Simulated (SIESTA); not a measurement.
Band structure of BeO (P6_3mc, 4 atoms in the cell).

```
BeO
1.0
    2.66734     0.00000     0.00000
   -1.33367     2.30998     0.00000
    0.00000     0.00000     4.33226
Be O
2 2
Direct
  0.33333   0.66667   0.00016
  0.66667   0.33333   0.50016
  0.33333   0.66667   0.37734
  0.66667   0.33333   0.87734
```

Computed with GGA PBE, numerical atomic orbitals TZP, PseudoDojo PBE standard norm-conserving potentials (rewritten from UPF to PSML) run with SIESTA.

Settings: XC.functional = GGA; XC.authors = PBE; potentials = PseudoDojo PBE standard; PAO.BasisSize = TZP; PAO.EnergyShift = 0.005 Ry; MeshCutoff = 400 Ry; kgrid.MonkhorstPack = 7 7 4; OccupationFunction = FD; ElectronicTemperature = 10 K; PAO.Polarization.NonPerturbative = true; MaxSCFIterations = 150; SCF.Mixer.Method = Pulay; SCF.Mixer.Weight = 0.2; SCF.Mixer.History = 8.

The starting cell comes from a database of computed structures (which also holds hypothetical and non-ambient phases and stackings), without a prior relaxation at this level. Its lattice was rescaled by a random factor within 2.5 % of one. Values carry the incompleteness of an atom-centred basis.

Question: Predict the gap along the standard path and the places of the band edges.

Answer: The gap along the path is 7.98 eV, direct at Γ to within 0.01 eV.

Levels in eV from the top of the valence band on the path, bands 7 to 11:
```
point      7      8      9     10     11
-----  -----  -----  -----  -----  -----
Γ      -1.09  -0.05  -0.05   0.00   7.98
M      -3.55  -2.86  -2.12  -1.00  10.03
K      -3.87  -3.08  -2.52  -2.52   9.23
A      -0.59  -0.59  -0.59  -0.59  10.22
L      -2.01  -2.01  -1.85  -1.85   9.25
H      -4.59  -4.59  -1.40  -1.40  12.00
```

Higher empty bands are left out: an atom-centred basis made for the valence describes them poorly.
